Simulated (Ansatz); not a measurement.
# Al: the cost of one run

Program: Ansatz 0.2.0. Level of theory: DFT PBE, scalar-relativistic, plane waves, PAW. These are calculated values, not measurements.

1 further run of the same task is left out (it didn't finish).

### 1 Starting point

It takes space group P6/mmm (No. 191, hexagonal). Conventional cell: a = 4.547 Å, b = 4.547 Å, c = 2.754 Å, α = 90.00°, β = 90.00°, γ = 120.00°. Al (site symmetry -6m2) is surrounded by 5 Al at 2.63 to 2.75 Å.

Coordinates:

```cif
data_structure
_symmetry_space_group_name_H-M 'P6/mmm'
_symmetry_Int_Tables_number 191
_cell_length_a 4.5467
_cell_length_b 4.5467
_cell_length_c 2.7539
_cell_angle_alpha 90.000
_cell_angle_beta 90.000
_cell_angle_gamma 120.000
_cell_volume 49.30
loop_
_atom_site_label
_atom_site_type_symbol
_atom_site_symmetry_multiplicity
_atom_site_Wyckoff_symbol
_atom_site_fract_x
_atom_site_fract_y
_atom_site_fract_z
_atom_site_occupancy
Al1 Al 2 d 0.33333 0.66667 0.50000 1
```

It is the end of an earlier relaxation with the same method, from a generated guess; it needn't be the stable form of this composition. At a tolerance of 0.05 Å it has space group P6/mmm (No. 191); it has 24.65 Å³/atom, an uncorrected energy of +0.50 eV/atom over the standard state.

### 2 Bands, states and charges

File input.yaml:

```yaml
crystal:
  lattice:
    - [4.5467311772, 0.0, 0.0]
    - [-2.2733655886, 3.9375847036, 0.0]
    - [0.0, 0.0, 2.7539328018]
  atoms:
    - { symbol: Al, position: [0.3333333333, 0.6666666667, 0.5] }
    - { symbol: Al, position: [0.6666666667, 0.3333333333, 0.5] }
basis:
  ecutwfc: 420
kpoints:
  mp_grid: { grid: [15, 15, 20] }
  band_path:
    path:
      - [[0.0, 0.0, 0.0], [0.5, 0.0, 0.0], [0.33333333, 0.33333333, 0.0], [0.0, 0.0, 0.0], [0.0, 0.0, 0.5], [0.5, 0.0, 0.5], [0.33333333, 0.33333333, 0.5], [0.0, 0.0, 0.5]]
      - [[0.5, 0.0, 0.5], [0.5, 0.0, 0.0]]
      - [[0.33333333, 0.33333333, 0.5], [0.33333333, 0.33333333, 0.0]]
    npoints: 14
hamiltonian:
  xc: pbe
scf:
  occupations: { method: gaussian, width: 0.1 }
  n_extra_bands: 6
output:
  forces: true
  stress: true
  eigenvalues: true
  populations: true
  dos: { projected: true, de: 0.02, nscf_kmesh: { grid: [18, 18, 24] } }
  bader: true
  write_density: true
  write_potential: true
  elf: true
  volumetric_format: npy
```

Command:

```console
$ ansatz run input.yaml --threads 1 --pin off --max-ram 2048MiB --backend cpu --events-out ev --progress --plain --runs-dir out
```

What time and memory should one allow on 1 thread of Intel Xeon Platinum 8488C (Sapphire Rapids), shared host?

About 19 s, with a peak of 0.53 GiB.
